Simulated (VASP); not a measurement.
W:

```
W
1.0
    -1.58234    1.58234    1.58234
     1.58234   -1.58234    1.58234
     1.58234    1.58234   -1.58234
W
1
Direct
  0.00000 0.00000 0.00000
```

* Program: VASP 6.6.1
* Task: relaxation of cell and atoms
* Functional: vdW-DF2
* Potentials or basis: VASP PAW PBE potentials, release 64 (W_sv)
* Cutoff: 600 eV
* k mesh: 12 × 12 × 12
* Occupations: fermi-dirac, width 0.05 eV
* Spin: no spin polarisation

At the start: pressure 23.6 GPa; volume 15.85 Å³/atom.

Problem. How do energy, volume and symmetry change on relaxing?

Solution. Over 4 steps the energy falls by 85.5 meV/atom and the volume is 17.10 Å³/atom (+7.9 %); space group Im-3m (No. 229, to 0.05 Å).

Step by step:
```
step  energy change (eV)  largest force (eV/Å)  pressure (GPa)  volume (Å³)
   1              0.0000                0.0000           23.62        15.85
   2              0.6184                0.0000          -37.81        21.83
   3             -0.0847                0.0000           -2.09        17.22
   4             -0.0855                0.0000           -0.06        17.10
```

Final structure:
```xyz
1
Lattice="-1.6229 1.6229 1.6229 1.6229 -1.6229 1.6229 1.6229 1.6229 -1.6229" Properties=species:S:1:pos:R:3 pbc="T T T"
W     0.0000    0.0000    0.0000
```

Caveat: the PAW data sets were made with another functional, which shifts forces and pressure a little.
